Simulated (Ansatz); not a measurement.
# Os under changes of volume

One of the cells (13.982 Å³/atom); the others are scaled copies at fixed shape and fractional positions:

```xyz
2
Lattice="2.7341 0.0000 0.0000 -1.3671 2.3678 0.0000 0.0000 0.0000 4.3197" Properties=species:S:1:pos:R:3 pbc="T T T"
Os    1.3671    0.7893    3.2398
Os    0.0000    1.5785    1.0799
```

* Program: Ansatz 0.2.0
* Functional: PBE
* Potentials or basis: PseudoDojo standard (PBE files)
* Cutoff: 1007 eV
* Density cutoff: 4027 eV
* k mesh: 11 × 11 × 6
* Occupations: fermi-dirac, width 0.05 eV
* Spin: no spin polarisation

| volume (Å³/atom) | energy over the lowest point (meV/atom) | pressure (GPa) |
| --- | --- | --- |
| 13.143 | 127.01 | 39.5 |
| 13.423 | 68.50 | 27.9 |
| 13.703 | 29.16 | 17.5 |
| 13.982 | 6.94 | 8.2 |
| 14.262 | 0.00 | 0.0 |
| 14.542 | ? | ? |
| 14.821 | 25.57 | -14.0 |

Q: What does the run at 14.542 Å³/atom give?

A: Energy over the lowest point 6.70 meV/atom; pressure -7.4 GPa.

Worked out: A Birch-Murnaghan fit of order 3 (a polynomial in V^(-2/3)) to the other rows has its minimum at 14.26 Å³/atom with B0 = V·E''(V) = 399 GPa and B' = 4.7 at fixed shape and positions, which overstates the stiffness. It gives 6.70 meV/atom at 14.542 Å³/atom, against the run's 6.70, and -dE/dV = -7.5 GPa, against -7.4.

Energies are extrapolated to zero smearing.
